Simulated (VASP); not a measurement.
A run of VASP 6.6.1:

File POSCAR:

```
TePb
1.0
    0.0000000000      3.6935674344      3.6414940692
    3.6935674344      0.0000000000      3.6414940692
    3.6935674344      3.6935674344      0.0000000000
Pb Te
1 1
Direct
    0.0000000000      0.0000000000      0.0000000000
    0.2500000000      0.2500000000      0.2500000000
```

Contents of INCAR.step1:

```
SYSTEM = TePb
PREC = Accurate
ENCUT = 520
ISMEAR = 0
SIGMA = 0.01
LREAL = .FALSE.
LASPH = .TRUE.
NELM = 100
NBANDS = 17
GGA = PE
ALGO = Normal
EDIFF = 1E-4
LWAVE = .TRUE.
LCHARG = .FALSE.
```

Contents of INCAR.step2:

```
SYSTEM = TePb
PREC = Accurate
ENCUT = 520
EDIFF = 1E-7
ISMEAR = 0
SIGMA = 0.01
LREAL = .FALSE.
LASPH = .TRUE.
NELM = 100
ALGO = Normal
ISIF = 2
LWAVE = .FALSE.
LCHARG = .TRUE.
METAGGA = R2SCAN
LMIXTAU = .TRUE.
LELF = .TRUE.
LVHAR = .TRUE.
NBANDS = 17
ISTART = 1
```

KPOINTS

```
Automatic mesh
0
G
  6 6 6
  0 0 0
```

Potentials or basis: VASP PAW PBE potentials, release 64 (Pb_d, Te).

The run is started by

```sh
$ cat potpaw_PBE.64/Pb_d/POTCAR potpaw_PBE.64/Te/POTCAR > POTCAR
$ cp INCAR.step1 INCAR
$ mpirun -np 1 vasp_std > vasp.out
$ cp INCAR.step2 INCAR
$ mpirun -np 1 vasp_std > vasp.out
```

Hardware: 1 thread of Intel(R) Xeon(R) Platinum 8488C (Sapphire Rapids) (shared host).

Question: Estimate the wall time of this run.

Answer: Wall time 2.8 min on 1 thread of Intel(R) Xeon(R) Platinum 8488C (Sapphire Rapids) (shared host), peak memory 0.28 GiB. Counts: scf iterations 12, k points 30.
